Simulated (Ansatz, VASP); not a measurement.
# ZrH: VASP beside Ansatz

```
CELL_PARAMETERS angstrom
-1.64391 1.64391 2.50440
1.64391 -1.64391 2.50440
1.64391 1.64391 -2.50440
ATOMIC_POSITIONS crystal
Zr 0.00000 0.00000 0.00000
H 0.75000 0.25000 0.50000
```

The cell comes from a database or a generator and needn't be the stable form of this composition.

Alike in both runs: task single point; functional r2SCAN; k mesh 20 × 20 × 20; occupations gaussian, width 0.15 eV; no spin polarisation.

|  | VASP | Ansatz |
| --- | --- | --- |
| version | VASP 6.6.1 | Ansatz 0.2.0 |
| potentials or method | VASP PAW PBE potentials, release 64 (Zr_sv, H) | scalar-relativistic, plane waves, PAW |
| plane-wave cutoff (eV) | 520 | 500 |
| valence electrons in the cell | 13 | 13 |

VASP gave:

```
gap on the k mesh at the Fermi level (eV)       : none
pressure (GPa)                                  : -1.3
largest component of the traceless stress (GPa) : 0.97
```

Task: What did Ansatz give for the same quantities?

Result: gap on the k mesh at the Fermi level (eV): none; pressure (GPa): -1.2; largest component of the traceless stress (GPa): 0.95.

A gap of «none» marks a metal or a gap that the smearing closes.

Caveats: the PAW data sets were made with another functional, which shifts forces and pressure a little (VASP).
